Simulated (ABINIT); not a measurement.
HgSe, 2 atoms in the cell. Symmetry: F-43m, No. 216, cubic system. Conventional cell: a = 6.078 Å, b = 6.078 Å, c = 6.078 Å, α = 90.00°, β = 90.00°, γ = 90.00°. Hg (site symmetry -43m) is surrounded by 4 Se at 2.63 Å. Se (site symmetry -43m) is surrounded by 4 Hg at 2.63 Å. 

```yaml
Program: ABINIT 10.8.3 (patched build)
Task: band structure
Functional: BLYP
Potentials_or_basis: JTH PAW PBE v2.0
Cutoff: 544 eV
k_mesh: 8 × 8 × 8
Occupations: fermi-dirac, width 0.05 eV
Spin: no spin polarisation
Fine-grid_cutoff: 1088.46 eV
Exchange_and_correlation_inside_the_PAW_spheres: full angular mesh (pawxcdev 0, this build's default; the released program takes 1)
```

Potentials or basis: JTH PAW PBE v2.0.

Command:

```bash
$ abinit run.abi > log 2>&1
```

Hardware: 1 thread of Arm Neoverse V2, with other jobs on the host.

Problem. Estimate the wall time of this run.

Solution. It took 2.7 min on 1 thread of Arm Neoverse V2, on a shared host, peak memory 0.17 GiB. Counts: scf iterations 25, k points 29, bands 13, plane waves 1634.
